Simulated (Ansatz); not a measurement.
# Na2S under changes of volume

One of the cells (23.385 Å³/atom); the others are scaled copies at fixed shape and fractional positions:

```xyz
3
Lattice="0.0000 3.2735 3.2735 3.2735 0.0000 3.2735 3.2735 3.2735 0.0000" Properties=species:S:1:pos:R:3 pbc="T T T"
S     0.0000    0.0000    0.0000
Na    4.9102    4.9102    4.9102
Na    1.6367    1.6367    1.6367
```

| Quantity | Value |
| --- | --- |
| Program | Ansatz 0.2.0 |
| Functional | PBE |
| Potentials or basis | Ansatz PAW |
| Cutoff | 420 eV (not typed: the program's choice for these potentials) |
| k mesh | 7 × 7 × 7 |
| Occupations | fermi-dirac, width 0.05 eV |
| Spin | no spin polarisation |

```csv
volume (Å³/atom),energy over the lowest point (meV/atom),pressure (GPa),gap on the mesh (eV)
21.982,11.00,2.3,2.69
22.450,5.29,1.6,2.62
22.918,?,?,?
23.385,0.00,0.3,2.48
23.853,0.02,-0.3,2.41
24.321,1.58,-0.8,2.35
24.789,4.52,-1.2,2.29
```

What does the run at 22.918 Å³/atom give?

Energy over the lowest point 1.70 meV/atom; pressure 0.9 GPa; gap on the mesh 2.55 eV.

Worked out: A Birch-Murnaghan fit of order 3 (a polynomial in V^(-2/3)) to the other rows has its minimum at 23.61 Å³/atom with B0 = V·E''(V) = 28 GPa and B' = 4.3. It gives 1.69 meV/atom at 22.918 Å³/atom, against the run's 1.70, and -dE/dV = 0.9 GPa, against 0.9. A straight line through the other rows of the gap, of slope -3.35 eV per unit of ln V (its deformation potential), gives 2.55 eV, against the run's 2.55.

Energies are extrapolated to zero smearing.

Caveats: odd divisions of the mesh miss points on the zone boundary, where band edges often lie, so the gap on the mesh can be too wide.
